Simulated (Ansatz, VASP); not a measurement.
## One calculation of BN, two programs

```
N B
1.0
     2.55394    0.00000    0.00000
    -1.27697    2.21178    0.00000
     0.00000    0.00000    4.22685
N B
2 2
Cartesian
  0.0000 1.4745 0.5295
  1.2770 0.7373 2.6430
  0.0000 1.4745 2.1123
  1.2770 0.7373 4.2257
```

Alike in both runs: functional PBE; k mesh 12 × 12 × 6; occupations fermi-dirac, width 0.05 eV; no spin polarisation.

|  | VASP | Ansatz |
| --- | --- | --- |
| version | VASP 6.6.1 | Ansatz 0.2.0 |
| potentials or method | VASP PAW PBE potentials, release 64 (N, B), cutoff 520 eV | all-electron LAPW, scalar-relativistic |
| task | single point | band structure |

VASP gave:

- gap on the k mesh at the Fermi level (eV): 5.20
- least direct gap on the mesh (eV): 8.23
- pressure (GPa): 0.2
- largest component of the traceless stress (GPa): 0.52
- rms of the force components (eV/Å): 0.008

Which values does Ansatz return?

gap on the k mesh at the Fermi level (eV): 5.20; least direct gap on the mesh (eV): 8.24; pressure (GPa): 0.0; largest component of the traceless stress (GPa): 0.48; rms of the force components (eV/Å): 0.010.

Atom by atom the forces differ by 0.001 eV/Å (rms over components). Ansatz ran all-electron here, so the differences hold the error of VASP's frozen core and of both bases.

A k mesh can miss the band edges.
